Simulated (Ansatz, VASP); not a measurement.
## CdTe: VASP beside Ansatz

File INCAR:

```
SYSTEM = CdTe
ALGO = Normal ; EDIFF = 1E-6
ENCUT = 520 ; GGA = RP
ISIF = 2 ; ISMEAR = 0
IVDW = 13 ; LASPH = .True.
LCHARG = .False. ; LREAL = .False.
LWAVE = .False. ; NBANDS = 16
NELM = 80 ; PREC = Accurate
SIGMA = 0.05
```

File KPOINTS:

```
k-points
0
Gamma
  6 6 6
  0 0 0
```

POSCAR

```
CdTe
1.0
    0.0000000000      3.0221994588      3.0221994588
    3.0221994588      0.0000000000      3.0221994588
    3.0221994588      3.0221994588      0.0000000000
Cd Te
1 1
Direct
    0.5000000000      0.5000000000      0.5000000000
    0.0000000000      0.0000000000      0.0000000000
```

Input for Ansatz:

```yaml
crystal:
  lattice:
    - [0.0, 3.0221994588, 3.0221994588]
    - [3.0221994588, 0.0, 3.0221994588]
    - [3.0221994588, 3.0221994588, 0.0]
  atoms:
    - { symbol: Cd, position: [0.5, 0.5, 0.5] }
    - { symbol: Te, position: [0.0, 0.0, 0.0] }
basis:
  ecutwfc: 420
  ecutrho_ratio: 4
kpoints:
  mp_grid: { grid: [6, 6, 6] }
hamiltonian:
  xc: rpbe
  dispersion: d4
scf:
  occupations: { method: gaussian, width: 0.05 }
output:
  forces: true
  stress: true
  eigenvalues: true
```

Alike in both runs: task single point; functional RPBE; dispersion D4; k mesh 6 × 6 × 6; occupations gaussian, width 0.05 eV; no spin polarisation.

|  | VASP | Ansatz |
| --- | --- | --- |
| version | VASP 6.6.1 | Ansatz 0.2.0 |
| potentials or method | VASP PAW PBE potentials, release 64 (Cd, Te) | scalar-relativistic, plane waves, PAW |
| plane-wave cutoff (eV) | 520 | 420 |
| valence electrons in the cell | 18 | 36 |

Ansatz gave:

- gap on the k mesh at the Fermi level (eV): none
- pressure (GPa): -1.0
- dispersion energy (meV/atom): -845.7

What did VASP give for the same quantities?

gap on the k mesh at the Fermi level (eV): none; pressure (GPa): -0.9; dispersion energy (meV/atom): -845.5.

A gap of «none» marks a metal or a gap that the smearing closes. The two sets of potentials don't hold the same shells in valence.

Caveats: the PAW data sets were made with another functional, which shifts forces and pressure a little (VASP); pairwise dispersion overbinds metals, which lowers pressure and volume. Spin-orbit coupling is left out, which matters for the levels of Te.
